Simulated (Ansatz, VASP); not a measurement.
## Two plane-wave programs on Sn

```
Sn
1.0
     0.00000    3.27035    3.27035
     3.27035    0.00000    3.27035
     3.27035    3.27035    0.00000
Sn
2
Direct
  0.00000 0.00000 0.00000
  0.25000 0.25000 0.25000
```

Alike in both runs: functional PBEsol; k mesh 12 × 12 × 12; occupations gaussian, width 0.1 eV; no spin polarisation.

Ansatz relaxed the structure, and its values are those at the end. VASP's run is a single point on that final structure, the one shown.

|  | VASP | Ansatz |
| --- | --- | --- |
| version | VASP 6.6.1 | Ansatz 0.2.0 |
| potentials or method | VASP PAW PBE potentials, release 64 (Sn_d) | scalar-relativistic, plane waves, PAW |
| plane-wave cutoff (eV) | 520 | 420 |
| valence electrons in the cell | 28 | 28 |

VASP gave:

| Property | Result |
| --- | --- |
| gap on the k mesh at the Fermi level (eV) | none |
| pressure (GPa) | -0.1 |

Task: Which values does Ansatz return?

Result: gap on the k mesh at the Fermi level (eV): none; pressure (GPa): 0.0.

A gap of «none» marks a metal or a gap that the smearing closes. The functional is the same, so the differences come from potentials, cutoffs and numerics.

Caveats: the PAW data sets were made with another functional, which shifts forces and pressure a little (VASP).
